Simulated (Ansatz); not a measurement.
# Na: the cost of one run

Computed with Ansatz 0.2.0 (DFT PBE, scalar-relativistic, unless a step's input says otherwise).

## Step 1: The structure to begin with

Symmetry: P6_3/mmc, No. 194, hexagonal system. Conventional cell: a = 3.767 Å, b = 3.767 Å, c = 6.154 Å, α = 90.00°, β = 90.00°, γ = 120.00°. Around Na (site symmetry -6m2) lie 12 Na at 3.77 Å.

Coordinates:

```xyz
2
Lattice="3.7670 0.0000 0.0000 -1.8835 3.2623 0.0000 0.0000 0.0000 6.1540" Properties=species:S:1:pos:R:3 pbc="T T T"
Na    0.0000    2.1749    1.5385
Na    1.8835    1.0874    4.6155
```

Atoms are numbered in the order of the input: Na1, Na2.

## Step 2: After the deformation

Space group P6_3/mmc before, P-1 after.

## Step 3: Full-potential LAPW

Input file input.yaml:

```yaml
crystal:
  lattice:
    - [3.7670009976, -0.018835005, -0.018835005]
    - [-1.8998120916, 3.2717360625, -0.0068940903]
    - [-0.03077, -0.03077, 6.154]
  atoms:
    - { symbol: Na, position: [0.3333333333, 0.6666666667, 0.25] }
    - { symbol: Na, position: [0.6666666667, 0.3333333333, 0.75] }
kpoints:
  mp_grid: { grid: [13, 13, 7] }
  band_path:
    path:
      - [0.0, 0.0, 0.0]
      - [0.0, 0.0, 0.5]
      - [-0.5, 0.5, 0.0]
      - [0.0, 0.0, 0.0]
      - [0.0, -0.5, 0.0]
      - [-0.5, 0.0, 0.5]
      - [0.0, 0.0, 0.0]
      - [-0.5, 0.0, 0.0]
      - [0.0, -0.5, 0.5]
    npoints: 5
scf:
  occupations: { method: fermi_dirac, width: 0.05 }
hamiltonian:
  xc: pbe
  pseudopotentials: { kind: all_electron, lapw: { basis_error: 0.00025 } }
output:
  forces: true
  stress: true
  eigenvalues: true
```

Command:

```sh
$ ansatz run input.yaml --threads 1 --pin off --max-ram 3072MiB --backend cpu --events-out ev --progress --plain --runs-dir out
```

Q: Estimate wall time and peak memory on 1 thread of Intel Xeon Platinum 8488C (Sapphire Rapids), shared host.

About 30 s, with a peak of 0.62 GiB.
